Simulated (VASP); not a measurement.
Runs of VASP 6.6.1 on Au. Symmetry: Fm-3m, No. 225, cubic system. Conventional cell: a = 4.070 Å, b = 4.070 Å, c = 4.070 Å, α = 90.00°, β = 90.00°, γ = 90.00°. Au (site symmetry m-3m) is surrounded by 12 Au at 2.88 Å. 

```csv
task,level,spin,cell,k mesh,cutoff (eV),smearing,gap on the mesh (eV),pressure (GPa),relaxed volume (Å³/atom)
band structure,RPBE,off,as given,11 × 11 × 11,520,fermi-dirac 0.05 eV,-,14.6,-
relaxation of cell and atoms,RPBE,off,relaxed,11 × 11 × 11,600,fermi-dirac 0.05 eV,none,-0.1,18.47
relaxation of cell and atoms,revPBE,off,relaxed,11 × 11 × 11,600,fermi-dirac 0.05 eV,none,-0.1,(b)
single point,PBE,off,as given,11 × 11 × 11,520,gaussian 0.011 eV,none,10.6,-
band structure,AM05,off,as given,11 × 11 × 11,520,fermi-dirac 0.05 eV,-,(a),-
band structure,revPBE,off,as given,11 × 11 × 11,520,fermi-dirac 0.05 eV,-,13.5,-
band structure,PBEsol,"SOC, no magnetisation",as given,8 × 8 × 8,520,fermi-dirac 0.05 eV,-,1.3,-
```

Alike in all rows: potentials or basis VASP PAW PBE potentials, release 64 (Au).

Question: Estimate the missing entries.

Answer: (a) 0.6; (b) 18.31.

Caveats: the PAW data sets were made with another functional, which shifts forces and pressure a little (some runs); spin-orbit coupling is left out, which moves the levels of the heavy elements (some runs).

A k mesh can miss the band edges, and rows without SOC leave out spin-orbit coupling on Au.

A gap of «none» marks a metal or a gap under the smearing width.
